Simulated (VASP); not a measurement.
# Te2Mo in VASP: further runs

Aim: see how the results for Te2Mo move with the level of theory and the settings. Levels: PBE0, HSE06. Tasks: single point.

Everything below comes from runs of VASP 6.6.1. Logs are shortened: lines on timing, memory, paths and dates and some standing lists are left out, and cuts for length are marked.

### 1 The structure

The cell holds a slab with vacuum, 3 atoms: a = 3.560 Å, b = 3.560 Å, c = 17.524 Å, α = 90.00°, β = 90.00°, γ = 120.00°.

### 2 Single point, PBE0

POSCAR reads:

```
Te2Mo
1.0
    3.5602328140      0.0000000000      0.0000000000
   -1.7801164070      3.0832520603      0.0000000000
    0.0000000000      0.0000000000     17.5240578200
Te Mo
2 1
Direct
    0.3333333333      0.6666666667      0.1021445500
    0.3333333333      0.6666666667      0.8978554500
    0.0000000000      0.0000000000      0.0000000000
```

INCAR.step1 reads:

```
PREC = Accurate
ENCUT = 300
EDIFF = 1E-5
ISMEAR = 0
SIGMA = 0.01
LREAL = F
LASPH = T
NELM = 100
ALGO = Normal
ISIF = 2
LWAVE = T
NBANDS = 21
NKRED = 1
GGA = PE
```

INCAR.step2 reads:

```
PREC = Accurate
ENCUT = 300
EDIFF = 1E-6
ISMEAR = 0
SIGMA = 0.01
LREAL = F
LASPH = T
NELM = 100
ALGO = Normal
ISIF = 2
LWAVE = F
LCHARG = F
GGA = PE
LHFCALC = T
AEXX = 0.25
PRECFOCK = Fast
NBANDS = 21
NKRED = 1
ISTART = 1
```

KPOINTS reads:

```
regular mesh
0
Gamma
  6 6 1
```

Potentials or basis: VASP PAW PBE potentials, release 64 (Te, Mo_sv).

Started as:

```
cat potpaw_PBE.64/Te/POTCAR potpaw_PBE.64/Mo_sv/POTCAR > POTCAR
cp INCAR.step1 INCAR
mpirun -np 1 vasp_std > vasp.out
cp INCAR.step2 INCAR
mpirun -np 1 vasp_std > vasp.out
```

OUTCAR:

```text
PREC = Accurate
   ENCUT = 300
   EDIFF = 1E-6
   ISMEAR = 0
   LREAL = F
   LASPH = T
   NELM = 100
   ISIF = 2
   GGA = PE
   LHFCALC = T
   AEXX = 0.25
   PRECFOCK = Fast
   NKRED = 1
   ISTART = 1

 Found      7 irreducible k-points:

 Following reciprocal coordinates:
            Coordinates               Weight
  0.000000  0.000000  0.000000      1.000000
  0.166667  0.000000  0.000000      6.000000
  0.333333  0.000000  0.000000      6.000000
  0.500000  0.000000  0.000000      3.000000
  0.166667  0.166667  0.000000      6.000000
  0.333333  0.166667  0.000000     12.000000
   k-points           NKPTS =      7   k-points in BZ     NKDIM =     36   number of bands    NBANDS=     21
   number of dos      NEDOS =    301   number of ions     NIONS =      3
   total plane-waves  NPLWV =  40000
   dimension x,y,z NGX =    20 NGY =   20 NGZ =  100
   dimension x,y,z NGXF=    40 NGYF=   40 NGZF=  200
   ions per type =               2   1
   NGX,Y,Z   is equivalent  to a cutoff of   9.34,  9.34,  9.49 a.u.
   NGXF,Y,Z  is equivalent  to a cutoff of  18.68, 18.68, 18.97 a.u.
 SYSTEM =  unknown system
   PREC   = accura    normal or accurate (medium, high low for compatibility)
   ISTART =      1    job   : 0-new  1-cont  2-samecut
   ICHARG =      0    charge: 1-file 2-atom 10-const
   ISPIN  =      1    spin polarized calculation?
   LNONCOLLINEAR =      F non collinear calculations
   LSORBIT =      F    spin-orbit coupling
   LASPH  =      T    aspherical Exc in radial PAW
   ENCUT  =  300.0 eV  22.05 Ry    4.70 a.u.   5.03  5.03 24.75*2*pi/ulx,y,z
   NELM   =    100;   NELMIN=  2; NELMDL=  0     # of ELM steps
   EDIFF  = 0.1E-05   stopping-criterion for ELM
   LREAL  =      F    real-space projection
   EDIFFG = 0.1E-04   stopping-criterion for IOM
   NSW    =      0    number of steps for IOM
   IBRION =     -1    ionic relax: 0-MD 1-quasi-New 2-CG
   NFREE  =      0    steps in history (QN), initial steepest desc. (CG)
   ISIF   =      2    stress and relaxation
   ISYM   =      3    0-nonsym 1-usesym 2-fastsym
   POTIM  = 0.5000    time-step for ionic-motion
   TEBEG  =    0.0;   TEEND  =   0.0 temperature during run
   PSTRESS=    0.0 pullay stress
   NELECT =      26.0000    total number of electrons
   NUPDOWN=      -1.0000    fix difference up-down
   EMIN   =  10.00;   EMAX   =-10.00  energy-range for DOS
   EFERMI =   0.00;   METHOD = LEGACY
   ISMEAR =     0;   SIGMA  =   0.01  broadening in eV -4-tet -1-fermi 0-gaus
   EFERMI_NEDOS =   21; number of points for ismear=-14 and -15
   IALGO  =     38    algorithm
   IMIX   =      1    mixing-type and parameters
     AMIX     =   0.40;   BMIX     =  1.00
     AMIX_MAG =   1.60;   BMIX_MAG =  1.00
  volume/ion in A,a.u.               =      64.12       432.71
  Fermi-wavevector in a.u.,A,eV,Ry     =   0.840153  1.587660  9.603777  0.705858
  Thomas-Fermi vector in A             =   1.954489
   LORBIT       =      0    0 simple, 1 ext, 2 COOP (PROOUT), +10 PAW based schemes
   GGA     = PE    functional components
   LHFCALC =     T    Hartree Fock is set to
   PRECFOCK=fast      Normal, Fast or Accurate (Low or Medium for compatibility)
   ENCUT4O =  -1.0   cutoff for four orbital integrals eV
   NKREDX  =     1    reduce k-point grid by
   NKREDY  =     1    reduce k-point grid by
   NKREDZ  =     1    reduce k-point grid by
   AEXX    =    0.2500 exact exchange contribution
   HFSCREEN=    0.0000 screening length (either q_TF or 0.3 A-1)
   HFSCREENC=   0.0000 screening length for correlation (either q_TF or 0.3 A-1)
   ENCUTFOCK=  -1.0 apply spherical cutoff to Coloumb kernel
   IVDW    =     0    specifies the selected vdW correction
   LEPSILON=     F    determine dielectric tensor
   LRPA    =     F    only Hartree local field effects (RPA)
 non-spin polarized calculation
 Gauss-broadening in eV      SIGMA  =   0.01
  energy-cutoff  :      300.00
  volume of cell :      192.36
 maximum number of plane-waves:      2301
 NGX is ok and might be reduce to    20
  NGX = 12; NGY = 12; NGZ = 60

 number of electron      26.0000006 magnetization

 Free energy of the ion-electron system (eV)
  ---------------------------------------------------
  ext. energy  EPLUGINS =         0.00000000
  ---------------------------------------------------
  free energy    TOTEN  =       -24.01901288 eV

  energy without entropy =      -24.01901288  energy(sigma->0) =      -24.01901288

 E-fermi :  -0.4405     XC(G=0):  -3.7036

 val. band max:       -0.5499080650   @ k =   0.3333   0.3333   0.0000
 cond. band min:       1.5829176425   @ k =   0.3333   0.3333   0.0000
 fundamental gap:      2.1328257075
 Fermi energy:        -0.4405019660

 k-point     1 :       0.0000    0.0000    0.0000
  band No.  band energies     occupation
      1     -65.3710      2.00000
      2     -38.1105      2.00000
      3     -37.9901      2.00000
      4     -37.9899      2.00000
      5     -14.4765      2.00000
      6     -13.3635      2.00000
      7      -6.2145      2.00000
      8      -2.6328      2.00000
      9      -2.6327      2.00000
     10      -2.5031      2.00000
     11      -1.6318      2.00000
     12      -1.6318      2.00000
     13      -1.0440      2.00000
     14       3.7945      0.00000
     15       3.7945      0.00000
     16       4.1543      0.00000
     17       4.1543      0.00000
     18       4.6339      0.00000
     19       5.1344      0.00000
     20       5.9651      0.00000
     21       6.9915      0.00000

 k-point     2 :       0.1667    0.0000    0.0000
  band No.  band energies     occupation
      1     -65.3688      2.00000
      2     -38.1028      2.00000
      3     -38.0298      2.00000
      4     -37.9997      2.00000
      5     -14.0713      2.00000
      6     -13.0909      2.00000
      7      -5.7767      2.00000
      8      -3.4879      2.00000
      9      -3.2347      2.00000
     10      -2.2795      2.00000
     11      -2.1379      2.00000
     12      -1.5402      2.00000
     13      -1.1783      2.00000
     14       2.6571      0.00000
     15       2.8414      0.00000
     16       3.3840      0.00000
     17       4.1312      0.00000
     18       5.1242      0.00000
     19       5.5982      0.00000
     20       6.4751      0.00000
     21       8.0580      0.00000

 k-point     3 :       0.3333    0.0000    0.0000
  band No.  band energies     occupation
      1     -65.3631      2.00000
      2     -38.1087      2.00000
      3     -38.0865      2.00000
      4     -38.0194      2.00000
      5     -13.0503      2.00000
      6     -12.4169      2.00000
      7      -5.6346      2.00000
      8      -4.7055      2.00000
      9      -4.5838      2.00000
     10      -2.9293      2.00000
     11      -2.2234      2.00000
     12      -1.6678      2.00000
     13      -1.4841      2.00000
     14       2.1542      0.00000
     15       2.3452      0.00000
     16       3.3854      0.00000
     17       4.4890      0.00000
     18       6.1475      0.00000
     19       6.6493      0.00000
     20       6.7122      0.00000
     21       7.4235      0.00000

 k-point     4 :       0.5000    0.0000    0.0000
  band No.  band energies     occupation
      1     -65.3604      2.00000
      2     -38.1480      2.00000
      3     -38.0781      2.00000
      4     -38.0294      2.00000
      5     -12.3322      2.00000
      6     -11.9707      2.00000
      7      -6.6698      2.00000
      8      -5.6504      2.00000
      9      -4.4260      2.00000
     10      -3.2612      2.00000
     11      -2.4496      2.00000
     12      -1.4368      2.00000
     13      -1.0464      2.00000
     14       1.9880      0.00000
     15       2.4453      0.00000
     16       4.1088      0.00000
     17       4.5727      0.00000
     18       4.7712      0.00000
     19       6.7405      0.00000
     20       7.3789      0.00000
     21       7.5700      0.00000

 k-point     5 :       0.1667    0.1667    0.0000
  band No.  band energies     occupation
      1     -65.3646      2.00000
      2     -38.0908      2.00000
      3     -38.0820      2.00000
      4     -38.0215      2.00000
      5     -13.3487      2.00000
      6     -12.6084      2.00000
      7      -5.2635      2.00000
      8      -4.4093      2.00000
      9      -3.9743      2.00000
     10      -3.4217      2.00000
     11      -2.3292      2.00000
     12      -1.5597      2.00000
     13      -1.3024      2.00000
     14       1.9426      0.00000
     15       2.5009      0.00000
     16       2.6415      0.00000
     17       4.3086      0.00000
     18       5.9348      0.00000
     19       6.4662      0.00000
     20       7.2697      0.00000
     21       8.1055      0.00000

 k-point     6 :       0.3333    0.1667    0.0000
  band No.  band energies     occupation
      1     -65.3604      2.00000
      2     -38.1280      2.00000
      3     -38.0784      2.00000
      4     -38.0488      2.00000
      5     -12.3812      2.00000
      6     -11.9814      2.00000
      7      -6.0713      2.00000
      8      -5.3740      2.00000
      9      -4.3066      2.00000
     10      -3.6646      2.00000
     11      -2.9726      2.00000
     12      -2.2827      2.00000
     13      -0.9383      2.00000
     14       2.0496      0.00000
     15       2.4465      0.00000
     16       3.1152      0.00000
     17       4.4674      0.00000
     18       5.7279      0.00000
     19       7.4814      0.00000
     20       7.5584      0.00000
     21       8.1672      0.00000

 [... further k-points ...]

------------------------ aborting loop because EDIFF is reached ----------------------------------------

  FORCE on cell =-STRESS in cart. coord.  units (eV):
  Direction    XX          YY          ZZ          XY          YZ          ZX
  --------------------------------------------------------------------------------------
  -------------------------------------------------------------------------------------
  Total       -1.6927770     -1.6927770     -1.1927200     -0.0000000      0.0000000     -0.0000000
  in kB      -14.0989970    -14.0989970     -9.9340648     -0.0000000      0.0000000     -0.0000000
  external PRESSURE =     -12.7106862 kB  Pullay stress =       0.0000000 kB

 VOLUME and BASIS-vectors are now :
 -----------------------------------------------------------------------------
  energy-cutoff  :      300.00
  volume of cell :      192.36
      direct lattice vectors                 reciprocal lattice vectors
     3.560232814  0.000000000  0.000000000     0.280880508  0.162166437  0.000000000
    -1.780116407  3.083252060  0.000000000     0.000000000  0.324332873  0.000000000
     0.000000000  0.000000000 17.524057820     0.000000000  0.000000000  0.057064409

 POSITION                                       TOTAL-FORCE (eV/Angst)
 -----------------------------------------------------------------------------------
     -0.00000      2.05550      1.78999         0.000000     -0.000000     -0.300492
     -0.00000      2.05550     15.73407         0.000000     -0.000000      0.300492
      0.00000      0.00000      0.00000        -0.000000      0.000000      0.000000
 -----------------------------------------------------------------------------------
    total drift:                               -0.000008      0.000010     -0.000000

  FREE ENERGIE OF THE ION-ELECTRON SYSTEM (eV)
  ---------------------------------------------------
  free  energy   TOTEN  =       -24.0190128770 eV

  energy  without entropy=      -24.0190128770  energy(sigma->0) =      -24.01901288
```

It took 2.6 min on 1 thread of Intel Xeon 6975P-C (Granite Rapids), shared host; peak memory 0.19 GiB.

These settings aren't checked as converged: the numbers below hold their error.

What came out:

- Free energy: -24.0190 eV
- Largest force: 0.300 eV/Å
- Band gap on the k mesh: 2.13 eV, direct

Caveat: the cutoff is under 1.25 times the usual one of these potentials, so pressure, stress and relaxed cells hold a basis-set (Pulay) error; the PAW data sets were made with another functional, which shifts forces and pressure a little; spin-orbit coupling is left out, which moves the levels of the heavy elements.

### 3 Single point, PBE0

POSCAR is that of step 2.

INCAR.step1, as its differences from that of step 2:

```diff
@@ -1,3 +1,3 @@
 PREC = Accurate
-ENCUT = 300
+ENCUT = 350
 EDIFF = 1E-5
```

INCAR.step2, as its differences from that of step 2:

```diff
@@ -1,4 +1,4 @@
 PREC = Accurate
-ENCUT = 300
-EDIFF = 1E-6
+ENCUT = 350
+EDIFF = 1E-4
 ISMEAR = 0
```

KPOINTS is that of step 2.

Potentials or basis: VASP PAW PBE potentials, release 64 (Te, Mo_sv).

Started as:

```
cat potpaw_PBE.64/Te/POTCAR potpaw_PBE.64/Mo_sv/POTCAR > POTCAR
cp INCAR.step1 INCAR
mpirun -np 1 vasp_std > vasp.out
cp INCAR.step2 INCAR
mpirun -np 1 vasp_std > vasp.out
```

Run time: 2.8 min. Hardware: 1 thread of Intel Xeon 6975P-C (Granite Rapids), shared host; peak memory 0.24 GiB.

These settings aren't checked as converged: the numbers below hold their error.

Results:

```yaml
Free_energy: -24.0194 eV
Largest_force: 0.305 eV/Å
Band_gap_on_the_k_mesh: 2.13 eV, direct
```

Caveat: the PAW data sets were made with another functional, which shifts forces and pressure a little; spin-orbit coupling is left out, which moves the levels of the heavy elements.

### 4 Single point, PBE0

POSCAR is that of step 3.

INCAR.step1, as its differences from that of step 3:

```diff
@@ -1,3 +1,3 @@
 PREC = Accurate
-ENCUT = 350
+ENCUT = 500
 EDIFF = 1E-5
```

INCAR.step2, as its differences from that of step 3:

```diff
@@ -1,4 +1,4 @@
 PREC = Accurate
-ENCUT = 350
-EDIFF = 1E-4
+ENCUT = 500
+EDIFF = 1E-6
 ISMEAR = 0
```

KPOINTS is that of step 3.

Started as:

```
cat potpaw_PBE.64/Te/POTCAR potpaw_PBE.64/Mo_sv/POTCAR > POTCAR
cp INCAR.step1 INCAR
mpirun -np 1 vasp_std > vasp.out
cp INCAR.step2 INCAR
mpirun -np 1 vasp_std > vasp.out
```

It took 6.2 min on 1 thread of Intel Xeon 6975P-C (Granite Rapids), shared host; peak memory 0.32 GiB.

These settings aren't checked as converged: the numbers below hold their error.

Results:

```
Free energy            : -24.0185 eV
Largest force          : 0.309 eV/Å
Band gap on the k mesh : 2.13 eV, direct
```

Caveat: the PAW data sets were made with another functional, which shifts forces and pressure a little; spin-orbit coupling is left out, which moves the levels of the heavy elements.

(Part 1 of 2 ends here.)
